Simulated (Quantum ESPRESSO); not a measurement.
# Ru (P6_3/mmc) in Quantum ESPRESSO: a series of runs, part 3 of 3

Quantum ESPRESSO 7.5. Earlier steps stand in the parts before.

### Step 4. Phonons, PBE

Contents of pw.in:

```
&CONTROL
  calculation = 'scf'
  prefix = 'pwscf'
  outdir = './tmp'
  pseudo_dir = './pseudo'
  tprnfor = .true.
  tstress = .true.
  disk_io = 'low'
/
&SYSTEM
  ibrav = 0
  nat = 2
  ntyp = 1
  ecutwfc = 84
  nbnd = 24
  occupations = 'smearing'
  smearing = 'mv'
  degauss = 0.01999163
/
&ELECTRONS
  conv_thr = 4d-10
  electron_maxstep = 120
  mixing_beta = 0.5
/
ATOMIC_SPECIES
Ru   101.0700 Ru.upf
CELL_PARAMETERS angstrom
   2.7058000000    0.0000000000    0.0000000000
  -1.3529000000    2.3432915376    0.0000000000
   0.0000000000    0.0000000000    4.2819000000
ATOMIC_POSITIONS crystal
Ru     0.6666666667    0.3333333333    0.7500000000
Ru     0.3333333333    0.6666666667    0.2500000000
K_POINTS automatic
9 9 5 0 0 0
```

Contents of relax.in:

```
&CONTROL
  calculation = 'vc-relax'
  prefix = 'pwscf'
  outdir = './tmp'
  pseudo_dir = './pseudo'
  tprnfor = .true.
  tstress = .true.
  disk_io = 'low'
  nstep = 40
  forc_conv_thr = 0.0001
  etot_conv_thr = 1d-06
/
&SYSTEM
  ibrav = 0
  nat = 2
  ntyp = 1
  ecutwfc = 84
  nbnd = 24
  occupations = 'smearing'
  smearing = 'mv'
  degauss = 0.01999163
/
&ELECTRONS
  conv_thr = 4d-10
  electron_maxstep = 120
  mixing_beta = 0.5
/
&IONS
  ion_dynamics = 'bfgs'
/
&CELL
  cell_dynamics = 'bfgs'
  press = 0
  press_conv_thr = 0.2
/
ATOMIC_SPECIES
Ru   101.0700 Ru.upf
CELL_PARAMETERS angstrom
   2.7058000000    0.0000000000    0.0000000000
  -1.3529000000    2.3432915376    0.0000000000
   0.0000000000    0.0000000000    4.2819000000
ATOMIC_POSITIONS crystal
Ru     0.6666666667    0.3333333333    0.7500000000
Ru     0.3333333333    0.6666666667    0.2500000000
K_POINTS automatic
9 9 5 0 0 0
```

Contents of scf2.in:

```
&CONTROL
  calculation = 'scf'
  prefix = 'pwscf'
  outdir = './tmp'
  pseudo_dir = './pseudo'
  tprnfor = .true.
  tstress = .true.
  disk_io = 'low'
/
&SYSTEM
  ibrav = 0
  nat = 2
  ntyp = 1
  ecutwfc = 84
  nbnd = 24
  occupations = 'smearing'
  smearing = 'mv'
  degauss = 0.01999163
/
&ELECTRONS
  conv_thr = 1d-13
  electron_maxstep = 120
  mixing_beta = 0.5
  startingpot = 'file'
  startingwfc = 'file'
/
ATOMIC_SPECIES
Ru   101.0700 Ru.upf
CELL_PARAMETERS angstrom
   2.7206127796    0.0000000000    0.0000000000
  -1.3603063898    2.3561197811    0.0000000000
   0.0000000000    0.0000000000    4.2990828554
ATOMIC_POSITIONS crystal
Ru     0.6666666667    0.3333333333    0.7500000000
Ru     0.3333333333    0.6666666667    0.2500000000
K_POINTS automatic
9 9 5 0 0 0
```

Contents of ph.in:

```
phonons of Ru
&INPUTPH
  prefix = 'pwscf'
  outdir = './tmp'
  tr2_ph = 1d-16
  fildyn = 'dyn'
  niter_ph = 60
  alpha_mix(1) = 0.4
/
0.0000000000 0.0000000000 0.0000000000
```

Contents of dynmat.in:

```
&INPUT
  fildyn = 'dyn'
  asr = 'crystal'
  filout = 'dynmat.disp'
  fileig = 'dynmat.eig'
/
```

Potentials or basis: PseudoDojo 0.4.1 SR PBE standard.

Launch:

```sh
$ OMP_NUM_THREADS=1 pw.x -in pw.in > pw.out
$ OMP_NUM_THREADS=1 pw.x -in relax.in > relax.out
$ OMP_NUM_THREADS=1 pw.x -in scf2.in > scf2.out
$ OMP_NUM_THREADS=1 ph.x -in ph.in > ph.out
$ OMP_NUM_THREADS=1 dynmat.x -in dynmat.in > dynmat.out
```

pw.out:

```text
This program is part of the open-source Quantum ESPRESSO suite
     for quantum simulation of materials; please cite
[... 9 lines left out ...]
     --------------------
     sticks:   dense  smooth     PW     G-vecs:    dense   smooth      PW
     Sum         595     595    187                18953    18953    3091

     Using Slab Decomposition

     bravais-lattice index     =            0
     lattice parameter (alat)  =       5.1132  a.u.
     unit-cell volume          =     183.2125 (a.u.)^3
     number of atoms/cell      =            2
     number of atomic types    =            1
     number of electrons       =        32.00
     number of Kohn-Sham states=           24
     kinetic-energy cutoff     =      84.0000  Ry
     charge density cutoff     =     336.0000  Ry
     scf convergence threshold =      4.0E-10
     mixing beta               =       0.5000
     number of iterations used =            8  plain     mixing
     Exchange-correlation= PBE
                           (   1   4   3   4   0   0   0)

     celldm(1)=   5.113221  celldm(2)=   0.000000  celldm(3)=   0.000000
     celldm(4)=   0.000000  celldm(5)=   0.000000  celldm(6)=   0.000000

     crystal axes: (cart. coord. in units of alat)
               a(1) = (   1.000000   0.000000   0.000000 )
               a(2) = (  -0.500000   0.866025   0.000000 )
               a(3) = (   0.000000   0.000000   1.582489 )

     reciprocal axes: (cart. coord. in units 2 pi/alat)
               b(1) = (  1.000000  0.577350 -0.000000 )
               b(2) = (  0.000000  1.154701  0.000000 )
               b(3) = (  0.000000 -0.000000  0.631916 )

     PseudoPot. # 1 for Ru read from file:
     Ru.upf
     Pseudo is Norm-conserving + core correction, Zval = 16.0
     Generated using ONCVPSP code by D. R. Hamann
     Using radial grid of 1584 points,  6 beta functions with:
                l(1) =   0
                l(2) =   0
                l(3) =   1
                l(4) =   1
                l(5) =   2
                l(6) =   2

     atomic species   valence    mass     pseudopotential
     Ru               16.00   101.07000     Ru( 1.00)

     24 Sym. Ops., with inversion, found (12 have fractional translation)

   Cartesian axes

     site n.     atom                  positions (alat units)
         1        Ru     tau(   1) = (   0.5000000   0.2886751   1.1868671  )
         2        Ru     tau(   2) = (  -0.0000000   0.5773503   0.3956224  )

     number of k points=    36  Marzari-Vanderbilt smearing, width (Ry)=  0.0200
                       cart. coord. in units 2pi/alat
        k(    1) = (   0.0000000   0.0000000   0.0000000), wk =   0.0049383
        k(    2) = (   0.0000000   0.0000000   0.1263831), wk =   0.0098765
        k(    3) = (   0.0000000   0.0000000   0.2527663), wk =   0.0098765
        k(    4) = (   0.0000000   0.1283001   0.0000000), wk =   0.0296296
        k(    5) = (   0.0000000   0.1283001   0.1263831), wk =   0.0592593
        k(    6) = (   0.0000000   0.1283001   0.2527663), wk =   0.0592593
[... 28 lines left out ...]
        k(   35) = (   0.3333333   0.5773503   0.1263831), wk =   0.0197531
        k(   36) = (   0.3333333   0.5773503   0.2527663), wk =   0.0197531

     Dense  grid:    18953 G-vectors     FFT dimensions: (  30,  30,  48)

     Initial potential from superposition of free atoms

     starting charge      31.9985, renormalised to      32.0000
     Starting wfcs are   20 randomized atomic wfcs +    4 random wfcs

     Self-consistent Calculation

     iteration #  1     ecut=    84.00 Ry     beta= 0.50
     Davidson diagonalization with overlap
     ethr =  1.00E-02,  avg # of iterations =  4.2

     Threshold (ethr) on eigenvalues was too large:
     Diagonalizing with lowered threshold

     Davidson diagonalization with overlap
     ethr =  8.24E-04,  avg # of iterations =  1.2

     total energy              =    -404.26832303 Ry
     estimated scf accuracy    <       0.26874056 Ry

     iteration #  2     ecut=    84.00 Ry     beta= 0.50
     Davidson diagonalization with overlap
     ethr =  8.40E-04,  avg # of iterations =  2.0
[... 36 lines left out ...]
     total energy              =    -404.32630269 Ry
     estimated scf accuracy    <          2.9E-09 Ry

     iteration #  8     ecut=    84.00 Ry     beta= 0.50
     Davidson diagonalization with overlap
     ethr =  8.98E-12,  avg # of iterations =  2.0

     End of self-consistent calculation

          k = 0.0000 0.0000 0.0000 (  2369 PWs)   bands (ev):

   -49.4542 -49.2498 -19.9319 -19.0135 -19.0135 -18.8433 -18.8433 -18.7858
    15.7120  17.4956  21.0965  21.0965  21.2844  21.7781  21.7781  22.3169
    22.3169  24.8916  24.8916  24.9939  34.0180  38.7806  41.3829  41.9834

          k = 0.0000 0.0000 0.1264 (  2382 PWs)   bands (ev):

   -49.4350 -49.2696 -19.8271 -18.9973 -18.9973 -18.9003 -18.8597 -18.8597
    16.1482  17.6333  20.9080  20.9080  21.0795  21.5383  21.5383  22.8493
    22.8493  23.6945  24.8875  24.8875  35.7772  38.1864  40.9116  42.7430
[... 199 lines left out ...]
          k = 0.3333 0.5774 0.2528 (  2349 PWs)   bands (ev):

   -49.2333 -49.2333 -19.6853 -19.6853 -19.5007 -19.3880 -19.0057 -19.0057
    19.0444  19.0444  19.1972  19.8417  20.9654  20.9654  22.3879  22.8926
    24.9235  24.9235  31.9640  31.9640  33.5261  35.2236  35.4744  35.4744

     the Fermi energy is    23.8082 ev

!    total energy              =    -404.32630269 Ry
     estimated scf accuracy    <          2.5E-11 Ry
     smearing contrib. (-TS)   =      -0.00095579 Ry
     internal energy E=F+TS    =    -404.32534689 Ry

     The total energy is F=E-TS. E is the sum of the following terms:
     one-electron contribution =     -64.78897668 Ry
     hartree contribution      =      56.74442396 Ry
     xc contribution           =     -68.29638129 Ry
     ewald contribution        =    -327.98441288 Ry

     convergence has been achieved in   8 iterations

     Forces acting on atoms (cartesian axes, Ry/au):

     atom    1 type  1   force =     0.00000000    0.00000000    0.00000000
     atom    2 type  1   force =     0.00000000   -0.00000000    0.00000000

     Total force =     0.000000     Total SCF correction =     0.000000

     Computing stress (Cartesian axis) and pressure

          total   stress  (Ry/bohr**3)                   (kbar)     P=       48.62
   0.00034032   0.00000000   0.00000000           50.06        0.00        0.00
   0.00000000   0.00034032   0.00000000            0.00       50.06        0.00
   0.00000000   0.00000000   0.00031084            0.00        0.00       45.73

=------------------------------------------------------------------------------=
   JOB DONE.
=------------------------------------------------------------------------------=
```

Run time: 5.5 min. Hardware: 1 thread of Intel Xeon Platinum 8488C (Sapphire Rapids), shared host; peak memory 0.08 GiB.

What came out:

```
Free energy                            : -5501.1459 eV
Relaxed volume                         : 13.78 Å³/atom
Relaxed cell                           : a = 2.721 Å, b = 2.721 Å, c = 4.299 Å, α = 90.00°, β = 90.00°, γ = 120.00°
Space group after relaxing (to 0.05 Å) : P6_3/mmc (No. 194)
Pressure after relaxing                : 0.0 GPa
Band gap on the k mesh                 : none (metal or under the smearing width)
Highest phonon frequency at Γ          : 259 cm⁻¹
```

Step by step:
| step | energy change (eV) | largest force (eV/Å) | pressure (GPa) | volume (Å³) |
| --- | --- | --- | --- | --- |
| 1 | 0.0000 | 0.0000 | 4.86 | 27.15 |
| 2 | -0.0036 | 0.0000 | -3.02 | 27.83 |
| 3 | -0.0061 | 0.0000 | -0.09 | 27.57 |
| 4 | -0.0061 | 0.0000 | 0.00 | 27.56 |

Final structure:
```
Ru
1.0
     2.72061    0.00000    0.00000
    -1.36031    2.35612    0.00000
     0.00000    0.00000    4.29908
Ru
2
Direct
  0.66667 0.33333 0.75000
  0.33333 0.66667 0.25000
```

Levels at points of the mesh, in eV from the Fermi level:
```
           k point  band 14  band 15  band 16  band 17  band 18  band 19
(0.00, 0.00, 0.00)    -1.98    -1.98    -1.47    -1.47     1.06     1.06
```

Phonon frequencies in cm⁻¹ (negative: imaginary):
```
              q point        frequencies
(0.000, 0.000, 0.000)  2 3 3 189 189 259
```

Optical modes at Γ, degenerate ones joined:
```tsv
cm⁻¹	components	symmetry	active in
189	2	E2g	Raman
259	1	B1g	silent
```

Caveat: the mesh is thin for the phonons of a metal.

### Step 5. The runs side by side

| level | k mesh | smearing | gap on the mesh (eV) | pressure (GPa) |
| --- | --- | --- | --- | --- |
| WC | 11 × 11 × 6 | cold 0.2 eV | none | -3.0 |
| BLYP | 9 × 9 × 5 | cold 0.136 eV | none | 0.2 |
| PBE | 9 × 9 × 5 | cold 0.272 eV | none | 0.0 |

Alike in all rows: task phonons; potentials or basis PseudoDojo 0.4.1 SR PBE standard; no spin polarisation; cell relaxed; cutoff (eV) 1143.

Caveats: the mesh is thin for the phonons of a metal; the potentials were made for another functional, which shifts forces and pressure (some runs); the cell is more than 3 GPa from zero pressure, which shifts response properties (some runs).

Total energies depend on the potentials used, so only differences within one code and one set of settings carry meaning.
